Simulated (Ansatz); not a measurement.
# Ta: eigenvalues along the path

```
CELL_PARAMETERS angstrom
0.00000 2.11000 2.04670
2.11000 0.00000 2.04670
2.11000 2.11000 0.00000
ATOMIC_POSITIONS crystal
Ta 0.00000 0.00000 0.00000
```

The cell is COD entry 1534932, as deposited and not checked against the literature; nothing was relaxed. The listed cell was then made from it by scaling, straining or moving an atom.

No spin–orbit coupling, which matters for the heavy atoms here.

All numbers below come from DFT, PBE, all-electron LAPW, scalar-relativistic (Ansatz 0.2.0).

The runs use a Γ-centred 15×15×15 k mesh, Fermi–Dirac smearing of 0.08 eV, basis error target 0.5 meV/atom, no spin polarisation.

Path points, in fractions of the reciprocal vectors: Γ (0.000, 0.000, 0.000), X (0.000, 0.500, 0.500), P (0.250, 0.750, 0.500), N (0.000, 0.500, 0.000), M (0.500, 0.500, 0.000), S (0.383, 0.617, 0.000), S0 (-0.383, 0.383, 0.000). Levels in eV from the Fermi level; bands 10 to 21, counted from the lowest band of the run. The gap is zero.

```
# k(1/Å) point b10 b11 b12 b13 b14 b15 b16 b17 b18 b19 b20 b21
0.000 Γ -19.27 -19.27 -19.27 -19.27 -19.21 -19.21 -19.20 -8.24 0.31 0.31 0.71 3.27
0.298 - -19.27 -19.27 -19.27 -19.27 -19.21 -19.21 -19.21 -7.71 -0.22 0.67 1.02 2.66
0.596 - -19.27 -19.26 -19.26 -19.25 -19.23 -19.22 -19.22 -6.29 -1.36 1.19 1.73 1.93
0.893 - -19.26 -19.26 -19.25 -19.25 -19.23 -19.23 -19.23 -4.79 -2.46 0.40 3.40 3.41
1.191 - -19.26 -19.25 -19.25 -19.25 -19.24 -19.24 -19.22 -4.45 -3.20 1.63 5.25 5.50
1.489 X -19.27 -19.25 -19.25 -19.25 -19.24 -19.24 -19.21 -4.57 -3.46 2.88 5.98 6.50
1.642 - -19.27 -19.25 -19.25 -19.25 -19.24 -19.24 -19.21 -4.45 -3.36 2.50 5.65 6.50
1.796 - -19.27 -19.25 -19.25 -19.25 -19.25 -19.24 -19.21 -4.09 -3.08 1.64 4.76 6.51
1.949 - -19.27 -19.25 -19.25 -19.25 -19.25 -19.24 -19.21 -3.56 -2.61 0.66 3.61 6.51
2.103 - -19.26 -19.26 -19.25 -19.25 -19.24 -19.24 -19.21 -3.01 -1.98 -0.32 2.60 6.52
2.256 P -19.26 -19.26 -19.25 -19.25 -19.24 -19.24 -19.21 -2.76 -1.21 -1.21 2.17 6.52
2.467 - -19.26 -19.26 -19.25 -19.24 -19.24 -19.24 -19.21 -2.58 -1.68 -1.04 2.35 5.89
2.678 - -19.27 -19.27 -19.26 -19.24 -19.24 -19.23 -19.21 -2.67 -2.06 -0.58 2.12 5.34
2.888 - -19.28 -19.27 -19.26 -19.24 -19.24 -19.22 -19.22 -3.70 -1.28 0.06 1.29 5.55
3.099 - -19.29 -19.27 -19.27 -19.23 -19.23 -19.22 -19.21 -4.46 -0.45 0.60 0.65 5.79
3.309 N -19.29 -19.27 -19.27 -19.23 -19.23 -19.22 -19.20 -4.74 -0.03 0.43 0.79 5.86
3.570 - -19.29 -19.27 -19.26 -19.24 -19.23 -19.23 -19.20 -4.86 0.09 0.12 0.58 5.27
3.830 - -19.28 -19.26 -19.26 -19.24 -19.24 -19.24 -19.20 -5.51 -0.70 0.48 0.92 4.09
4.091 - -19.28 -19.26 -19.26 -19.26 -19.23 -19.22 -19.20 -6.75 -0.53 0.72 1.07 3.16
4.351 - -19.27 -19.27 -19.27 -19.27 -19.21 -19.21 -19.20 -7.83 0.07 0.49 0.80 3.12
4.612 Γ -19.27 -19.27 -19.27 -19.27 -19.21 -19.21 -19.20 -8.24 0.31 0.31 0.71 3.27
4.919 - -19.27 -19.27 -19.27 -19.27 -19.21 -19.21 -19.21 -7.67 0.09 0.64 0.64 3.14
5.226 - -19.27 -19.26 -19.26 -19.25 -19.23 -19.22 -19.22 -6.17 -1.21 1.59 1.61 1.61
5.533 - -19.26 -19.25 -19.25 -19.25 -19.24 -19.24 -19.23 -4.62 -2.44 0.75 3.20 3.20
5.840 - -19.26 -19.26 -19.25 -19.25 -19.24 -19.24 -19.22 -4.36 -3.26 2.09 5.25 5.25
6.147 M -19.27 -19.26 -19.25 -19.25 -19.24 -19.24 -19.21 -4.53 -3.54 3.45 5.97 6.72
6.246 - -19.27 -19.26 -19.25 -19.25 -19.24 -19.24 -19.21 -4.48 -3.50 3.23 5.79 6.68
6.344 - -19.27 -19.25 -19.25 -19.25 -19.24 -19.24 -19.21 -4.34 -3.37 2.72 5.35 6.54
6.443 - -19.27 -19.26 -19.25 -19.25 -19.24 -19.24 -19.21 -4.12 -3.17 2.12 4.79 6.32
6.542 - -19.27 -19.26 -19.25 -19.25 -19.24 -19.23 -19.21 -3.85 -2.90 1.50 4.19 6.02
6.640 S -19.26 -19.26 -19.25 -19.25 -19.25 -19.23 -19.21 -3.54 -2.60 0.92 3.62 5.66
7.020 - -19.27 -19.27 -19.26 -19.24 -19.23 -19.23 -19.21 -3.23 -1.83 0.01 1.65 5.63
7.400 - -19.29 -19.27 -19.27 -19.23 -19.23 -19.22 -19.21 -4.51 -0.13 0.17 0.79 6.06
7.780 - -19.29 -19.27 -19.27 -19.23 -19.23 -19.22 -19.21 -4.51 -0.13 0.17 0.79 6.06
8.160 - -19.27 -19.27 -19.26 -19.24 -19.23 -19.23 -19.21 -3.23 -1.83 0.01 1.65 5.63
8.540 S0 -19.26 -19.26 -19.25 -19.25 -19.25 -19.23 -19.21 -3.54 -2.60 0.92 3.62 5.66
8.862 - -19.27 -19.26 -19.26 -19.25 -19.24 -19.23 -19.22 -2.64 -1.98 -0.54 2.20 4.21
9.185 - -19.27 -19.26 -19.26 -19.25 -19.24 -19.23 -19.22 -3.98 -1.15 -0.60 1.65 2.69
9.507 - -19.27 -19.27 -19.26 -19.25 -19.24 -19.22 -19.21 -6.00 -0.92 0.75 1.42 1.97
9.830 - -19.27 -19.27 -19.27 -19.27 -19.22 -19.21 -19.21 -7.62 -0.16 0.59 0.98 2.78
10.152 Γ -19.27 -19.27 -19.27 -19.27 -19.21 -19.21 -19.20 -8.24 0.31 0.31 0.71 3.27
```
